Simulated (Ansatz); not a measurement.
The system is TiO2 (Anatase).

```
CELL_PARAMETERS angstrom
-1.89210 1.89210 4.75730
1.89210 -1.89210 4.75730
1.89210 1.89210 -4.75730
ATOMIC_POSITIONS crystal
Ti 0.75000 0.25000 0.50000
Ti 0.00000 0.00000 0.00000
O 0.79190 0.79190 0.00000
O 0.54190 0.04190 0.50000
O 0.95810 0.45810 0.50000
O 0.20810 0.20810 0.00000
```

| Item | Value |
| --- | --- |
| Program | Ansatz 0.2.0 |
| Task | single point |
| Functional | PBE |
| Potentials or basis | Ansatz PAW |
| Cutoff | 420 eV (not typed: the program's choice for these potentials) |
| k mesh | 10 × 10 × 10 |
| Occupations | fermi-dirac, width 0.05 eV |
| Spin | no spin polarisation |

On this cell: pressure 5.2 GPa; largest force 0.102 eV/Å; band gap on the k mesh 2.14 eV, indirect (least direct gap 2.46 eV).

The same run follows on a disturbed copy (atoms moved at random, drawn with an rms of 0.05 Å):

```
Ti O
1.0
    -1.89210    1.89210    4.75730
     1.89210   -1.89210    4.75730
     1.89210    1.89210   -4.75730
Ti O
2 4
Direct
  0.74925 0.24974 0.49428
  0.00300 0.99677 0.00022
  0.78263 0.79509 0.99737
  0.54145 0.03977 0.50117
  0.95029 0.44987 0.47609
  0.21551 0.20969 0.00559
```

Q: What changes?

A: The energy moves by +8.0 meV/atom; pressure 4.3 GPa; largest force 0.877 eV/Å; band gap on the k mesh 2.06 eV, indirect (least direct gap 2.45 eV).

Forces on the atoms (eV/Å):
```
Ti   0.053  0.055 -0.330
Ti  -0.077 -0.014  0.264
O   -0.626  0.243  0.217
O   -0.156 -0.088  0.245
O    0.774  0.215 -0.352
O    0.031 -0.410 -0.043
```

Stress tensor (GPa, compression positive):
```
 6.61 -0.03  1.18
-0.03  3.66 -0.15
 1.18 -0.15  2.55
```

A k mesh can miss the band edges.
